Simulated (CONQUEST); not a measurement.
# Sn in CONQUEST: convergence with smearing width

Sn:

```xyz
4
Lattice="4.5726 0.0000 0.0000 0.0000 4.5726 0.0000 0.0000 0.0000 6.4667" Properties=species:S:1:pos:R:3 pbc="T T T"
Sn    0.0758    2.3039    1.5989
Sn    2.3621    0.0176    4.8322
Sn    2.1676    2.2058    0.1121
Sn    4.4539    4.4921    3.3455
```

This isn't the form of Sn at room conditions, which is tetragonal (white tin).

The cell isn't the ideal one: atoms moved at random.

| Item | Value |
| --- | --- |
| Program | CONQUEST 1.3 |
| Task | convergence study |
| Functional | PBE |
| Potentials or basis | PseudoDojo NC PBE, DZP, grid cutoff 120 Ha |
| k mesh | 6 × 6 × 4 |
| Occupations | fermi-dirac, width 0.4 eV |
| Spin | no spin polarisation |

These are the settings of the first run; the series varies smearing width, with any setting tied to it.

Hardware: 1 thread of Intel(R) Xeon(R) Platinum 8259CL CPU @ 2.50GHz (Skylake/Cascade Lake), on a shared host.

Task: The values tried are 0.4 eV, 0.3 eV, 0.2 eV, 0.1 eV, 0.05 eV, 0.025 eV, 0.01 eV, 0.005 eV, loosest first. From which on does the pressure stay within 0.1 GPa of the tightest run that finished?

Result: From 0.1 eV on.

```
smearing width  energy less the tightest run, at zero smearing (meV/atom)  pressure (GPa)  largest force (eV/Å)  SCF cycles  CPU time (s)  peak memory (GiB)
        0.4 eV                                                      22.11            5.58                 2.609           6            69               0.89
        0.3 eV                                                       9.74            5.31                 2.674           6            69               0.89
        0.2 eV                                                       2.88            5.17                 2.732           6            71               0.89
        0.1 eV                                                       0.41            5.11                 2.774           6            72               0.89
       0.05 eV                                                       0.12            5.08                 2.789           6            69                0.9
      0.025 eV                                                       0.02            5.06                 2.797           6            70               0.89
       0.01 eV                                                       0.00            5.06                 2.798           6            69               0.89
      0.005 eV                                                       0.00            5.06                 2.798           6            70               0.89
```

Against the tightest run, the energy stays within 1 meV/atom from 0.1 eV on; the largest force stays within 0.005 eV/Å from 0.025 eV on. Narrower smearing needs a denser k mesh, so at a fixed mesh the narrowest width isn't the most accurate. The tightest run that finished is the yardstick and may itself not be fully converged.

Caveat, for the tightest run too: the basis of atomic orbitals isn't converged, which shifts pressures, moduli and gaps.
